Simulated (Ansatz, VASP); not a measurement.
**HfN in VASP and in Ansatz**

The input INCAR:

```
SYSTEM = HfN
PREC     = Accurate       ! precision mode
ENCUT    = 520            ! plane-wave cutoff, eV
EDIFF    = 1E-6           ! SCF threshold, eV
ISMEAR   = 0              ! smearing method
SIGMA    = 0.15           ! smearing width, eV
LREAL    = .FALSE.        ! projectors in reciprocal space
LASPH    = .TRUE.         ! aspherical terms in the spheres
NELM     = 100            ! most SCF steps
ALGO     = Normal         ! electronic algorithm
ISIF     = 2              ! what is computed and relaxed
LWAVE    = .FALSE.        ! write WAVECAR
LCHARG   = .FALSE.        ! write CHGCAR
GGA      = PS             ! functional
NBANDS   = 14             ! bands
```

File KPOINTS:

```
regular mesh
0
G
  20 20 20
  0 0 0
```

File POSCAR:

```
HfN
1.0
    0.0000000000      2.2899490513      2.1983510893
    2.2899490513      0.0000000000      2.1983510893
    2.2899490513      2.2899490513      0.0000000000
Hf N
1 1
Direct
    0.0000000000      0.0000000000      0.0000000000
    0.5000000000      0.5000000000      0.5000000000
```

Input for Ansatz:

```yaml
crystal:
  lattice:
    - [0.0, 2.2899490513, 2.1983510893]
    - [2.2899490513, 0.0, 2.1983510893]
    - [2.2899490513, 2.2899490513, 0.0]
  atoms:
    - { symbol: Hf, position: [0.0, 0.0, 0.0] }
    - { symbol: "N", position: [0.5, 0.5, 0.5] }
basis:
  ecutwfc: 420
kpoints:
  mp_grid: { grid: [20, 20, 20] }
hamiltonian:
  xc: pbesol
scf:
  occupations: { method: gaussian, width: 0.15 }
output:
  forces: true
  stress: true
  eigenvalues: true
  write_density: true
  write_potential: true
  elf: true
  volumetric_format: npy
```

Alike in both runs: task single point; functional PBEsol; k mesh 20 × 20 × 20; occupations gaussian, width 0.15 eV; no spin polarisation.

|  | VASP | Ansatz |
| --- | --- | --- |
| version | VASP 6.6.1 | Ansatz 0.2.0 |
| potentials or method | VASP PAW PBE potentials, release 64 (Hf_pv, N) | scalar-relativistic, plane waves, PAW |
| plane-wave cutoff (eV) | 520 | 420 |
| valence electrons in the cell | 15 | 31 |

Ansatz gave:

| Item | Value |
| --- | --- |
| gap on the k mesh at the Fermi level (eV) | none |
| pressure (GPa) | -1.9 |
| largest component of the traceless stress (GPa) | 14.24 |

Task: What did VASP give for the same quantities?

Result: gap on the k mesh at the Fermi level (eV): none; pressure (GPa): -4.1; largest component of the traceless stress (GPa): 14.15.

A gap of «none» marks a metal or a gap that the smearing closes. With one functional, cell and mesh, what is left measures potentials, basis and numerics. The two sets of potentials don't hold the same shells in valence.

Caveats: the PAW data sets were made with another functional, which shifts forces and pressure a little (VASP). Spin-orbit coupling is left out, which matters for the levels of Hf.
